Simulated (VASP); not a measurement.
Write the native input for VASP 6.6.1 that does the following.

```
Task                   : relaxation of cell and atoms
Functional             : PBEsol
Potentials or basis    : VASP PAW PBE potentials, release 64 (Rb_sv, Br)
Cutoff                 : 600 eV
k mesh                 : 6 × 6 × 6
Occupations            : gaussian, width 0.02 eV
Spin                   : no spin polarisation
Dipole correction      : no
Further INCAR settings : ALGO = Normal; EDIFF = 1e-06; IBRION = 2; EDIFFG = -0.005; NSW = 100; ISIF = 3
```

The structure of RbBr lies in POSCAR:

```
RbBr
1.0
    4.1260773000      0.0000000000      0.0000000000
    0.0000000000      4.1260773000      0.0000000000
    0.0000000000      0.0000000000      4.1260773000
Rb Br
1 1
Direct
    0.0000000000      0.0000000000      0.0000000000
    0.5000000000      0.5000000000      0.5000000000
```

The cell comes from a database or a generator and needn't be the stable form of this composition.

One way to write it, as run:

INCAR

```
SYSTEM = RbBr
PREC = Accurate
ENCUT = 600
EDIFF = 1E-6
ISMEAR = 0
SIGMA = 0.02
LREAL = .False.
LASPH = .True.
NELM = 100
ALGO = Normal
ISIF = 3
LWAVE = .False.
LCHARG = .False.
GGA = PS
IBRION = 2
NSW = 100
EDIFFG = -0.005
```

KPOINTS

```
regular mesh
0
Gamma
  6 6 6
  0 0 0
```

Potentials or basis: VASP PAW PBE potentials, release 64 (Rb_sv, Br).

Launch:

```bash
$ cat potpaw_PBE.64/Rb_sv/POTCAR potpaw_PBE.64/Br/POTCAR > POTCAR
$ mpirun -np 1 vasp_std > vasp.out
```

Results of the run:

The relaxed volume is 33.87 Å³/atom, the relaxed cell is a = 4.077 Å, b = 4.077 Å, c = 4.077 Å, α = 90.00°, β = 90.00°, γ = 90.00° and the space group after relaxing (to 0.05 Å) is Pm-3m (No. 221). The energy gained by relaxing is 2.2 meV/atom and the ionic steps are 4. The pressure after relaxing is 0.0 GPa and the band gap on the k mesh is 4.02 eV, indirect (least direct gap 4.18 eV).

Caveat: the PAW data sets were made with another functional, which shifts forces and pressure a little.

It took 29 s on 1 thread of Intel(R) Xeon(R) 6975P-C (Granite Rapids), with other jobs on the host, peak memory 0.22 GiB.
